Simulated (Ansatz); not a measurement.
Zinc-blende ZnTe

The numbers are results of LDA (PAW; Ansatz, an electronic-structure program), not measurements.

Numerical settings: plane-wave cutoff 520 eV, 10×10×10 k mesh, Fermi–Dirac smearing 0.01 eV, scalar-relativistic PAW data made under PBE.

Cell (relaxed at this level):

```yaml
crystal:
  lattice:
    - [0.00000, 2.99729, 2.99729]
    - [2.99729, 0.00000, 2.99729]
    - [2.99729, 2.99729, 0.00000]
  atoms:
    - { symbol: Zn, position: [0.00000, 0.00000, 0.00000] }
    - { symbol: Te, position: [0.25000, 0.25000, 0.25000] }
```

For zinc-blende ZnTe, the bulk modulus is 55.5 GPa and the band gap is 1.28 eV. The pressure derivative B′ of the bulk modulus comes out as 4.7.

Measured, for comparison: band gap 2.43 eV (zero-point renormalisation of 40 meV (experimental, the table's column) added back here, direct; inputs from Miglio et al. (2020), arXiv:2011.12765); bulk modulus 51 ± 3 GPa (room temperature, not corrected to a static lattice; as tabulated in Determination of phase transition pressures of ZnTe under quasihydrostatic …). Computed (rounded) less measured: bulk modulus +9 %. A static lattice is as a rule a little smaller and stiffer than an uncorrected measurement, which can account for part of this.

Spin–orbit coupling is not included; with these elements it can move the gap by several tenths of an eV or more.

Computed values are for the static lattice.

It cost roughly 50 core-seconds of CPU time.
